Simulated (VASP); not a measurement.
# H (I4/mmm) in VASP: notebook

One crystal, H, is run at these levels: PBE; tasks: single point.

All numbers are computed with VASP 6.6.1; they aren't measurements. Logs are shortened: lines on timing, memory, paths and dates and some standing lists are left out, and cuts for length are marked.

**1. The structure**

The structure is tetragonal, space group I4/mmm (No. 139). Conventional cell: a = 3.383 Å, b = 3.383 Å, c = 4.117 Å, α = 90.00°, β = 90.00°, γ = 90.00°. Around H (site symmetry 4mm) lie 1 H at 0.74 Å.

**2. Single point, PBE**

INCAR

```
SYSTEM = H
  PREC = Accurate
  ENCUT = 450
  EDIFF = 1E-6
  ISMEAR = 0
  SIGMA = 0.05
  LREAL = Auto
  LASPH = .TRUE.
  NELM = 100
  ALGO = Normal
  ISIF = 2
  LWAVE = .FALSE.
  LCHARG = .FALSE.
  GGA = PE
  ADDGRID = .FALSE.
```

KPOINTS

```
Automatic mesh
0
G
  5 5 5
  0 0 0
```

POSCAR

```
H
1.0
   -1.6915344700      1.6915344700      2.0584739900
    1.6915344700     -1.6915344700      2.0584739900
    1.6915344700      1.6915344700     -2.0584739900
H
2
Direct
    0.0961830000      0.0949540000      0.0224580000
    0.9170920000      0.8909110000      0.0100700000
```

Potentials or basis: VASP PAW PBE potentials, release 64 (H).

Run with:

```bash
> cat potpaw_PBE.64/H/POTCAR > POTCAR
> mpirun -np 1 vasp_std > vasp.out
```

OUTCAR:

```text
SYSTEM = H
   PREC = Accurate
   ENCUT = 450
   EDIFF = 1E-6
   ISMEAR = 0
   LREAL = Auto
   LASPH = .TRUE.
   NELM = 100
   ISIF = 2
   GGA = PE

 Found     63 irreducible k-points:

 Following reciprocal coordinates:
            Coordinates               Weight
  0.000000  0.000000  0.000000      1.000000
  0.200000 -0.000000  0.000000      2.000000
 -0.000000  0.200000  0.000000      2.000000
 -0.000000  0.200000 -0.200000      2.000000
  0.200000 -0.000000 -0.200000      2.000000
  0.400000 -0.000000  0.000000      2.000000
   k-points           NKPTS =     63   k-points in BZ     NKDIM =     63   number of bands    NBANDS=      5
   number of dos      NEDOS =    301   number of ions     NIONS =      2
   total plane-waves  NPLWV =  13824
   dimension x,y,z NGX =    24 NGY =   24 NGZ =   24
   dimension x,y,z NGXF=    48 NGYF=   48 NGZF=   48
   ions per type =               2
   NGX,Y,Z   is equivalent  to a cutoff of  12.64, 12.64, 12.64 a.u.
   NGXF,Y,Z  is equivalent  to a cutoff of  25.29, 25.29, 25.29 a.u.
 SYSTEM =  H
   PREC   = accura    normal or accurate (medium, high low for compatibility)
   ISTART =      0    job   : 0-new  1-cont  2-samecut
   ICHARG =      2    charge: 1-file 2-atom 10-const
   ISPIN  =      1    spin polarized calculation?
   LNONCOLLINEAR =      F non collinear calculations
   LSORBIT =      F    spin-orbit coupling
   LASPH  =      T    aspherical Exc in radial PAW
   ENCUT  =  450.0 eV  33.07 Ry    5.75 a.u.   5.46  5.46  5.46*2*pi/ulx,y,z
   NELM   =    100;   NELMIN=  2; NELMDL= -5     # of ELM steps
   EDIFF  = 0.1E-05   stopping-criterion for ELM
   LREAL  =      T    real-space projection
   EDIFFG = 0.1E-04   stopping-criterion for IOM
   NSW    =      0    number of steps for IOM
   IBRION =     -1    ionic relax: 0-MD 1-quasi-New 2-CG
   NFREE  =      0    steps in history (QN), initial steepest desc. (CG)
   ISIF   =      2    stress and relaxation
   ISYM   =      2    0-nonsym 1-usesym 2-fastsym
   POTIM  = 0.5000    time-step for ionic-motion
   TEBEG  =    0.0;   TEEND  =   0.0 temperature during run
   PSTRESS=    0.0 pullay stress
   NELECT =       2.0000    total number of electrons
   NUPDOWN=      -1.0000    fix difference up-down
   EMIN   =  10.00;   EMAX   =-10.00  energy-range for DOS
   EFERMI =   0.00;   METHOD = LEGACY
   ISMEAR =     0;   SIGMA  =   0.05  broadening in eV -4-tet -1-fermi 0-gaus
   EFERMI_NEDOS =   21; number of points for ismear=-14 and -15
   IALGO  =     38    algorithm
   IMIX   =      4    mixing-type and parameters
     AMIX     =   0.40;   BMIX     =  1.00
     AMIX_MAG =   1.60;   BMIX_MAG =  1.00
  volume/ion in A,a.u.               =      11.78        79.49
  Fermi-wavevector in a.u.,A,eV,Ry     =   0.719497  1.359653  7.043413  0.517676
  Thomas-Fermi vector in A             =   1.808708
   LORBIT       =      0    0 simple, 1 ext, 2 COOP (PROOUT), +10 PAW based schemes
   GGA     = PE    functional components
   LHFCALC =     F    Hartree Fock is set to
   AEXX    =    0.0000 exact exchange contribution
   IVDW    =     0    specifies the selected vdW correction
   LEPSILON=     F    determine dielectric tensor
   LRPA    =     F    only Hartree local field effects (RPA)
 non-spin polarized calculation
 Gauss-broadening in eV      SIGMA  =   0.05
  energy-cutoff  :      450.00
  volume of cell :       23.56
 maximum number of plane-waves:       522
 NGX is ok and might be reduce to    24
   NGX = 11   NGY = 11   NGZ = 11

 number of electron       2.0000000 magnetization

 Free energy of the ion-electron system (eV)
  ---------------------------------------------------
  ext. energy  EPLUGINS =         0.00000000
  ---------------------------------------------------
  free energy    TOTEN  =        -6.77313616 eV

  energy without entropy =       -6.77313616  energy(sigma->0) =       -6.77313616

 E-fermi :  -7.8369     XC(G=0):  -5.3781

 val. band max:       -8.1177455415   @ k =  -0.4000   0.4000   0.4000
 cond. band min:       0.9509887430   @ k =  -0.0000   0.4000   0.0000
 fundamental gap:      9.0687342845
 Fermi energy:        -7.8368674183

 k-point     1 :       0.0000    0.0000    0.0000
  band No.  band energies     occupation
      1     -10.4340      2.00000
      2       5.5965      0.00000
      3       8.6378      0.00000
      4      15.3804      0.00000
      5      15.3920      0.00000

 k-point     2 :       0.2000   -0.0000    0.0000
  band No.  band energies     occupation
      1      -9.9674      2.00000
      2       3.6875      0.00000
      3       9.2720      0.00000
      4      12.2084      0.00000
      5      13.5516      0.00000

 k-point     3 :      -0.0000    0.2000    0.0000
  band No.  band energies     occupation
      1      -9.9579      2.00000
      2       3.5471      0.00000
      3       9.3956      0.00000
      4      12.4097      0.00000
      5      13.5112      0.00000

 k-point     4 :      -0.0000    0.2000   -0.2000
  band No.  band energies     occupation
      1      -9.9627      2.00000
      2       3.6174      0.00000
      3       9.3326      0.00000
      4      12.3042      0.00000
      5      13.5343      0.00000

 k-point     5 :       0.2000   -0.0000   -0.2000
  band No.  band energies     occupation
      1      -9.9718      2.00000
      2       3.7549      0.00000
      3       9.2145      0.00000
      4      12.1235      0.00000
      5      13.5653      0.00000

 k-point     6 :       0.4000   -0.0000    0.0000
  band No.  band energies     occupation
      1      -9.0315      2.00000
      2       1.1766      0.00000
      3       9.0517      0.00000
      4      10.3897      0.00000
      5      12.3347      0.00000

 [... further k-points ...]

------------------------ aborting loop because EDIFF is reached ----------------------------------------

  FORCE on cell =-STRESS in cart. coord.  units (eV):
  Direction    XX          YY          ZZ          XY          YZ          ZX
  --------------------------------------------------------------------------------------
  -------------------------------------------------------------------------------------
  Total       -0.0121271     -0.0088773     -0.4177259      0.0007766      0.0123412     -0.0367195
  in kB       -0.8247073     -0.6037071    -28.4076250      0.0528153      0.8392650     -2.4971279
  external PRESSURE =      -9.9453465 kB  Pullay stress =       0.0000000 kB

 VOLUME and BASIS-vectors are now :
 -----------------------------------------------------------------------------
  energy-cutoff  :      450.00
  volume of cell :       23.56
      direct lattice vectors                 reciprocal lattice vectors
    -1.691534470  1.691534470  2.058473990     0.000000000  0.295589602  0.242898381
     1.691534470 -1.691534470  2.058473990     0.295589602  0.000000000  0.242898381
     1.691534470  1.691534470 -2.058473990     0.295589602  0.295589602  0.000000000

 POSITION                                       TOTAL-FORCE (eV/Angst)
 -----------------------------------------------------------------------------------
      0.03591      0.04007      0.34722        -0.046717      0.015682     -0.520745
     -0.02725      0.06132      3.70100         0.046717     -0.015682      0.520745
 -----------------------------------------------------------------------------------
    total drift:                                0.000001      0.000001      0.000002

  FREE ENERGIE OF THE ION-ELECTRON SYSTEM (eV)
  ---------------------------------------------------
  free  energy   TOTEN  =        -6.7731361578 eV

  energy  without entropy=       -6.7731361578  energy(sigma->0) =       -6.77313616
```

Run time: 4.6 s. Hardware: 1 thread of Intel Xeon Platinum 8488C (Sapphire Rapids), shared host; peak memory 0.13 GiB.

The run converged, but some of its settings lie outside the range that counts as converged, so its numbers aren't taken as properties of the crystal.

Results:

| Quantity | Value |
| --- | --- |
| Free energy | -6.7731 eV |
| Pressure | -1.0 GPa |
| Largest force | 0.523 eV/Å |
| Band gap on the k mesh | 9.07 eV, indirect (least direct gap 9.76 eV) |

Caveat: the k mesh is coarse (spacing up to 0.53 Å⁻¹), so the values aren't converged; an odd mesh through Γ misses points on the zone boundary, where band edges often lie.

**3. Single point, PBE**

INCAR: that of step 2 with these lines changed.

```diff
@@ -3,6 +3,6 @@
   ENCUT = 450
-  EDIFF = 1E-6
+  EDIFF = 0.01
   ISMEAR = 0
   SIGMA = 0.05
-  LREAL = Auto
+  LREAL = .FALSE.
   LASPH = .TRUE.
```

KPOINTS is that of step 2.

POSCAR

```
H
1.0
   -1.6915344700      1.6915344700      2.0584739900
    1.6915344700     -1.6915344700      2.0584739900
    1.6915344700      1.6915344700     -2.0584739900
H
2
Direct
    0.0901377100      0.0901377100      0.0000000000
    0.9098622900      0.9098622900      0.0000000000
```

Potentials or basis: VASP PAW PBE potentials, release 64 (H).

Run with:

```bash
> cat potpaw_PBE.64/H/POTCAR > POTCAR
> mpirun -np 1 vasp_std > vasp.out
```

OUTCAR:

```text
SYSTEM = H
   PREC = Accurate
   ENCUT = 450
   EDIFF = 0.01
   ISMEAR = 0
   LREAL = .FALSE.
   LASPH = .TRUE.
   NELM = 100
   ISIF = 2
   GGA = PE

 Found     18 irreducible k-points:

 Following reciprocal coordinates:
            Coordinates               Weight
  0.000000  0.000000  0.000000      1.000000
  0.200000 -0.000000  0.000000      8.000000
  0.400000 -0.000000  0.000000      8.000000
  0.200000  0.200000  0.000000      8.000000
  0.400000  0.200000  0.000000     16.000000
 -0.400000  0.200000 -0.000000     16.000000
   k-points           NKPTS =     18   k-points in BZ     NKDIM =     18   number of bands    NBANDS=      5
   number of dos      NEDOS =    301   number of ions     NIONS =      2
   total plane-waves  NPLWV =  13824
   dimension x,y,z NGX =    24 NGY =   24 NGZ =   24
   dimension x,y,z NGXF=    48 NGYF=   48 NGZF=   48
   ions per type =               2
   NGX,Y,Z   is equivalent  to a cutoff of  12.64, 12.64, 12.64 a.u.
   NGXF,Y,Z  is equivalent  to a cutoff of  25.29, 25.29, 25.29 a.u.
 SYSTEM =  H
   PREC   = accura    normal or accurate (medium, high low for compatibility)
   ISTART =      0    job   : 0-new  1-cont  2-samecut
   ICHARG =      2    charge: 1-file 2-atom 10-const
   ISPIN  =      1    spin polarized calculation?
   LNONCOLLINEAR =      F non collinear calculations
[... 57 lines left out ...]
 cond. band min:       1.1469329850   @ k =   0.4000  -0.0000   0.0000
 fundamental gap:      9.5357182866
 Fermi energy:        -8.0962340557

 k-point     1 :       0.0000    0.0000    0.0000
  band No.  band energies     occupation
      1     -10.6101      2.00000
      2       5.3671      0.00000
      3       8.8656      0.00000
      4      15.3333      0.00000
      5      15.3335      0.00000
[... 33 lines left out ...]
 k-point     6 :      -0.4000    0.2000   -0.0000
  band No.  band energies     occupation
      1      -9.3543      2.00000
      2       2.5294      0.00000
      3       6.5516      0.00000
      4      10.0197      0.00000
      5      11.6539      0.00000

 [... further k-points ...]

------------------------ aborting loop because EDIFF is reached ----------------------------------------

  FORCE on cell =-STRESS in cart. coord.  units (eV):
  Direction    XX          YY          ZZ          XY          YZ          ZX
  --------------------------------------------------------------------------------------
  -------------------------------------------------------------------------------------
  Total        0.1226768      0.1226768      0.2313309      0.0000000     -0.0000000      0.0000000
  in kB        8.3426865      8.3426865     15.7317575      0.0000000     -0.0000000      0.0000000
  external PRESSURE =      10.8057101 kB  Pullay stress =       0.0000000 kB

 VOLUME and BASIS-vectors are now :
 -----------------------------------------------------------------------------
  energy-cutoff  :      450.00
  volume of cell :       23.56
      direct lattice vectors                 reciprocal lattice vectors
    -1.691534470  1.691534470  2.058473990     0.000000000  0.295589602  0.242898381
     1.691534470 -1.691534470  2.058473990     0.295589602  0.000000000  0.242898381
     1.691534470  1.691534470 -2.058473990     0.295589602  0.295589602  0.000000000

 POSITION                                       TOTAL-FORCE (eV/Angst)
 -----------------------------------------------------------------------------------
      0.00000      0.00000      0.37109         0.000000      0.000000      0.209346
      0.00000      0.00000      3.74586        -0.000000     -0.000000     -0.209346
 -----------------------------------------------------------------------------------
    total drift:                               -0.000000      0.000000      0.000000

  FREE ENERGIE OF THE ION-ELECTRON SYSTEM (eV)
  ---------------------------------------------------
  free  energy   TOTEN  =        -6.7774850398 eV

  energy  without entropy=       -6.7774850398  energy(sigma->0) =       -6.77748504
```

Wall time 1.4 s (1 thread of Intel Xeon Platinum 8488C (Sapphire Rapids), shared host); peak memory 0.12 GiB.

These settings aren't checked as converged: the numbers below hold their error.

Results:

```yaml
Free_energy: -6.7775 eV
Pressure: 1.1 GPa
Largest_force: 0.209 eV/Å
Band_gap_on_the_k_mesh: 9.54 eV, indirect (least direct gap 10.21 eV)
```

Caveat: the k mesh is coarse (spacing up to 0.53 Å⁻¹), so the values aren't converged; an odd mesh through Γ misses points on the zone boundary, where band edges often lie.

**4. Single point, PBE**

INCAR is that of step 3.

KPOINTS is that of step 3.

POSCAR

```
H
1.0
   -1.6915344700      1.6915344700      2.0584739900
    1.6915344700     -1.6915344700      2.0584739900
    1.6915344700      1.6915344700     -2.0584739900
H
2
Direct
    0.0961830000      0.0949540000      0.0224580000
    0.9170920000      0.8909110000      0.0100700000
```

Potentials or basis: VASP PAW PBE potentials, release 64 (H).

Run with:

```bash
> cat potpaw_PBE.64/H/POTCAR > POTCAR
> mpirun -np 1 vasp_std > vasp.out
```

OUTCAR:

```text
SYSTEM = H
   PREC = Accurate
   ENCUT = 450
   EDIFF = 0.01
   ISMEAR = 0
   LREAL = .FALSE.
   LASPH = .TRUE.
   NELM = 100
   ISIF = 2
   GGA = PE

 Found     63 irreducible k-points:

 Following reciprocal coordinates:
            Coordinates               Weight
  0.000000  0.000000  0.000000      1.000000
  0.200000 -0.000000  0.000000      2.000000
 -0.000000  0.200000  0.000000      2.000000
 -0.000000  0.200000 -0.200000      2.000000
  0.200000 -0.000000 -0.200000      2.000000
[... 125 lines left out ...]

------------------------ aborting loop because EDIFF is reached ----------------------------------------

  FORCE on cell =-STRESS in cart. coord.  units (eV):
  Direction    XX          YY          ZZ          XY          YZ          ZX
  --------------------------------------------------------------------------------------
  -------------------------------------------------------------------------------------
  Total        0.1113021      0.1150877     -0.3684634      0.0008951      0.0142259     -0.0424298
  in kB        7.5691490      7.8265899    -25.0575043      0.0608710      0.9674394     -2.8854558
  external PRESSURE =      -3.2205885 kB  Pullay stress =       0.0000000 kB

 VOLUME and BASIS-vectors are now :
 -----------------------------------------------------------------------------
  energy-cutoff  :      450.00
  volume of cell :       23.56
      direct lattice vectors                 reciprocal lattice vectors
    -1.691534470  1.691534470  2.058473990     0.000000000  0.295589602  0.242898381
     1.691534470 -1.691534470  2.058473990     0.295589602  0.000000000  0.242898381
     1.691534470  1.691534470 -2.058473990     0.295589602  0.295589602  0.000000000

 POSITION                                       TOTAL-FORCE (eV/Angst)
 -----------------------------------------------------------------------------------
      0.03591      0.04007      0.34722        -0.051473      0.017379     -0.576306
     -0.02725      0.06132      3.70100         0.051473     -0.017379      0.576306
 -----------------------------------------------------------------------------------
    total drift:                                0.000001      0.000001      0.000002

  FREE ENERGIE OF THE ION-ELECTRON SYSTEM (eV)
  ---------------------------------------------------
  free  energy   TOTEN  =        -6.7740054737 eV

  energy  without entropy=       -6.7740054737  energy(sigma->0) =       -6.77400547
```

stdout:

```text
POSCAR found type information on POSCAR H
 POSCAR found :  1 types and       2 ions
 scaLAPACK will be used
 LDA part: xc-table for (Slater+PW92), standard interpolation
 POSCAR, INCAR and KPOINTS ok, starting setup
 FFT: planning ... GRIDC
 FFT: planning ... GRID_SOFT
 FFT: planning ... GRID
 WAVECAR not read
 entering main loop
```

It took 2.1 s on 1 thread of Intel Xeon Platinum 8488C (Sapphire Rapids), shared host; peak memory 0.12 GiB.

The run converged, but some of its settings lie outside the range that counts as converged, so its numbers aren't taken as properties of the crystal.

What came out:

```
Free energy            : -6.7740 eV
Pressure               : -0.3 GPa
Largest force          : 0.579 eV/Å
Band gap on the k mesh : 9.12 eV, indirect (least direct gap 9.82 eV)
```

Caveat: the k mesh is coarse (spacing up to 0.53 Å⁻¹), so the values aren't converged; an odd mesh through Γ misses points on the zone boundary, where band edges often lie.

**5. Single point, PBE**

INCAR: that of step 4 with these lines changed.

```diff
@@ -3,3 +3,3 @@
   ENCUT = 450
-  EDIFF = 0.01
+  EDIFF = 0.001
   ISMEAR = 0
```

KPOINTS is that of step 4.

POSCAR

```
H
1.0
   -1.6915344700      1.6915344700      2.0584739900
    1.6915344700     -1.6915344700      2.0584739900
    1.6915344700      1.6915344700     -2.0584739900
H
2
Direct
    0.0901377100      0.0901377100      0.0000000000
    0.9098622900      0.9098622900      0.0000000000
```

Run with:

```bash
> cat potpaw_PBE.64/H/POTCAR > POTCAR
> mpirun -np 1 vasp_std > vasp.out
```

It took 1.6 s on 1 thread of Intel Xeon Platinum 8488C (Sapphire Rapids), shared host; peak memory 0.12 GiB.

These settings aren't checked as converged: the numbers below hold their error.

What came out:

* Free energy: -6.7765 eV
* Pressure: 0.3 GPa
* Largest force: 0.274 eV/Å
* Band gap on the k mesh: 9.47 eV, indirect (least direct gap 10.15 eV)

Caveat: the k mesh is coarse (spacing up to 0.53 Å⁻¹), so the values aren't converged; an odd mesh through Γ misses points on the zone boundary, where band edges often lie.

**6. Single point, PBE**

INCAR is that of step 5.

KPOINTS is that of step 5.

POSCAR

```
H
1.0
   -1.6915344700      1.6915344700      2.0584739900
    1.6915344700     -1.6915344700      2.0584739900
    1.6915344700      1.6915344700     -2.0584739900
H
2
Direct
    0.0961830000      0.0949540000      0.0224580000
    0.9170920000      0.8909110000      0.0100700000
```

Potentials or basis: VASP PAW PBE potentials, release 64 (H).

Run with:

```bash
> cat potpaw_PBE.64/H/POTCAR > POTCAR
> mpirun -np 1 vasp_std > vasp.out
```

Wall time 2.3 s (1 thread of Intel Xeon Platinum 8488C (Sapphire Rapids), shared host); peak memory 0.12 GiB.

The run converged, but some of its settings lie outside the range that counts as converged, so its numbers aren't taken as properties of the crystal.

Results:

| Property | Result |
| --- | --- |
| Free energy | -6.7731 eV |
| Pressure | -1.0 GPa |
| Largest force | 0.528 eV/Å |
| Band gap on the k mesh | 9.07 eV, indirect (least direct gap 9.76 eV) |

Caveat: the k mesh is coarse (spacing up to 0.53 Å⁻¹), so the values aren't converged; an odd mesh through Γ misses points on the zone boundary, where band edges often lie.

**7. For comparison**

An earlier run on the cell as given: functional PBE; potentials or basis VASP PAW PBE potentials, release 64 (H); cutoff 520 eV; k mesh 11 × 11 × 11; occupations fermi-dirac, width 0.05 eV; no spin polarisation.

* Pressure: 0.6 GPa
* Largest force: 0.264 eV/Å
* Band gap on the k mesh: 9.05 eV, indirect (least direct gap 9.84 eV)
